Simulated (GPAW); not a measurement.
# Zr2O: single point with PBEsol

Zr2O:

```
Zr O
1.0
     4.87635    0.00000    0.00000
     0.00000    4.87635    0.00000
     0.00000    0.00000    4.87635
Zr O
4 2
Cartesian
  3.6573 3.6573 3.6573
  1.2191 3.6573 1.2191
  3.6573 1.2191 1.2191
  1.2191 1.2191 3.6573
  2.4382 2.4382 2.4382
  0.0000 0.0000 0.0000
```

The cell comes from a database or a generator and needn't be the stable form of this composition.

| Property | Result |
| --- | --- |
| Program | GPAW 26.7.0 |
| Task | single point |
| Functional | PBEsol |
| Potentials or basis | PAW data sets generated in the run's folder for this functional |
| Cutoff | 800 eV |
| Basis | pw |
| k mesh | 6 × 6 × 6 |
| Occupations | fermi-dirac, width 0.05 eV |
| Spin | no spin polarisation |

- Pressure: -6.9 GPa
- Band gap on the k mesh: none (metal or under the smearing width)

Levels at points of the mesh, in eV from the Fermi level:
```tsv
k point	band 26	band 27	band 28	band 29	band 30	band 31	band 32	band 33	band 34	band 35
(0.00, 0.00, 0.00)	-1.87	-1.87	-1.60	-1.60	-1.60	1.72	1.72	2.25	2.25	2.45
(0.50, 0.00, 0.00)	-2.62	-0.64	-0.64	-0.27	-0.27	-0.16	-0.16	1.11	1.11	1.67
(0.50, 0.50, 0.00)	-1.78	-1.40	-1.40	0.02	0.02	0.14	0.14	0.81	0.81	1.28
(0.50, 0.50, 0.50)	-2.37	-2.37	0.16	0.16	0.57	0.57	0.57	1.38	1.38	1.38
```

Run time: 96 s on 1 thread of Arm Neoverse V2, with other jobs on the host, peak memory 0.34 GiB.
